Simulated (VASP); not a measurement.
SiC: relaxation of cell and atoms with PBE+D3(BJ)

SiC:

```
Si C
1.0
     3.07569    0.00000    0.00000
    -1.53785    2.66363    0.00000
     0.00000    0.00000   10.07065
Si C
4 4
Direct
  0.00000 0.00000 0.18789
  0.00000 0.00000 0.68789
  0.33333 0.66667 0.43784
  0.66667 0.33333 0.93784
  0.00000 0.00000 0.00046
  0.00000 0.00000 0.50046
  0.33333 0.66667 0.24980
  0.66667 0.33333 0.74980
```

The cell is a database's computed one.

| Item | Value |
| --- | --- |
| Program | VASP 6.6.1 |
| Task | relaxation of cell and atoms |
| Functional | PBE |
| Dispersion | D3(BJ) |
| Potentials or basis | VASP PAW PBE potentials, release 64 (Si, C) |
| Cutoff | 600 eV |
| k mesh | 10 × 10 × 3 |
| Occupations | fermi-dirac, width 0.05 eV |
| Spin | no spin polarisation |
| Further INCAR settings | ALGO = Fast; EDIFF = 1e-06; IBRION = 2; EDIFFG = -0.01; NSW = 60; ISIF = 3 |

```yaml
Relaxed_volume: 10.27 Å³/atom
Relaxed_cell: a = 3.071 Å, b = 3.071 Å, c = 10.054 Å, α = 90.00°, β = 90.00°, γ = 120.00°
Space_group_after_relaxing_to_0.05_Å: P6_3mc (No. 186)
Energy_gained_by_relaxing: 0.1 meV/atom
Ionic_steps: 3
Pressure_after_relaxing: 0.0 GPa
Band_gap_on_the_k_mesh: 2.23 eV, indirect (least direct gap 3.35 eV)
Dispersion_energy_per_atom: -0.303 eV
```

Forces on the atoms (eV/Å):
```
Si   0.000  0.000  0.003
Si   0.000  0.000  0.003
Si   0.000  0.000  0.000
Si   0.000  0.000  0.000
C    0.000  0.000 -0.002
C    0.000  0.000 -0.002
C    0.000  0.000  0.000
C    0.000  0.000  0.000
```

The path:
```
step  energy change (eV)  largest force (eV/Å)  pressure (GPa)  volume (Å³)
   1              0.0000                0.0053           -0.98        82.50
   2              0.0001                0.0052            1.04        81.75
   3             -0.0012                0.0025            0.01        82.13
```

Final structure:
```
Si C
1.0
     3.07124    0.00000    0.00000
    -1.53562    2.65977    0.00000
     0.00000    0.00000   10.05442
Si C
4 4
Direct
  0.00000 0.00000 0.18790
  0.00000 0.00000 0.68790
  0.33333 0.66667 0.43783
  0.66667 0.33333 0.93783
  0.00000 0.00000 0.00046
  0.00000 0.00000 0.50046
  0.33333 0.66667 0.24982
  0.66667 0.33333 0.74982
```

Levels at points of the mesh, in eV from the valence-band top:
| k point | band 14 | band 15 | band 16 | band 17 | band 18 | band 19 |
| --- | --- | --- | --- | --- | --- | --- |
| (0.00, 0.00, 0.00) | -0.05 | 0.00 | 0.00 | 5.15 | 5.73 | 6.37 |
| (0.50, 0.00, 0.00) | -2.23 | -1.58 | -1.12 | 2.23 | 2.36 | 4.25 |

Wall time 110 s on 1 thread of Intel(R) Xeon(R) Platinum 8488C (Sapphire Rapids) (shared host), peak memory 0.26 GiB.

Caveat: an odd mesh through Γ misses points on the zone boundary, where band edges often lie. Expect the measured gap to be larger: semilocal functionals such as PBE lack the derivative discontinuity.
